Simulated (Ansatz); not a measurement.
We consider skutterudite CoSb3, described by PBEsol-D3(BJ) (plane waves, PAW; Ansatz, a program for electronic structure).

Numerical settings: plane-wave cutoff 520 eV, 6×6×6 k mesh, Fermi–Dirac smearing 0.01 eV, no spin polarisation, scalar-relativistic PAW data made under PBE.

Energies at three volumes about the minimum:

```tsv
V (Å³/atom)	E − E_lowest (meV/atom)
21.442	3.02
21.880	0.00
22.317	2.81
```

Question: Fit a parabola by hand: where is the minimum, what lattice constant follows, and what is the bulk modulus?

Answer: Slopes: (0.00 − 3.02)/(21.880 − 21.442) = -6.895 and (2.81 − 0.00)/(22.317 − 21.880) = 6.430 meV/Å³. Curvature E″ = 2 × (6.430 − (-6.895))/(22.317 − 21.442) = 30.457 meV/Å⁶. From the middle of the first interval, the slope vanishes at V0 = 21.6610 − (-6.895)/30.457 = 21.887 Å³/atom. B = V0 E″ = 21.887 × 30.457 meV/Å³ × 0.1602 GPa per meV/Å³ = 107 GPa. With 32 atoms in the cube, a = (32 × 21.887)^(1/3) = 8.881 Å. The full Birch–Murnaghan fit to all volumes gives V0 = 21.879 Å³/atom and B0 = 107 GPa.

Shape and atoms are relaxed at each volume.

Measured, for comparison: bulk modulus 95 ± 5 GPa (room temperature, not corrected to a static lattice, our sources range from 85.0 to 95.0; as tabulated in Alexeev et al. (2016), arXiv:1601.07731); lattice constant a 9.037 Å (room temperature, not corrected to a static lattice; as tabulated in Alexeev et al. (2016), arXiv:1601.07731). Computed (rounded) less measured: bulk modulus +13 % (+13 % to +26 % over the range).

Note: the bulk modulus comes from volumes at which shape and atoms were relaxed.
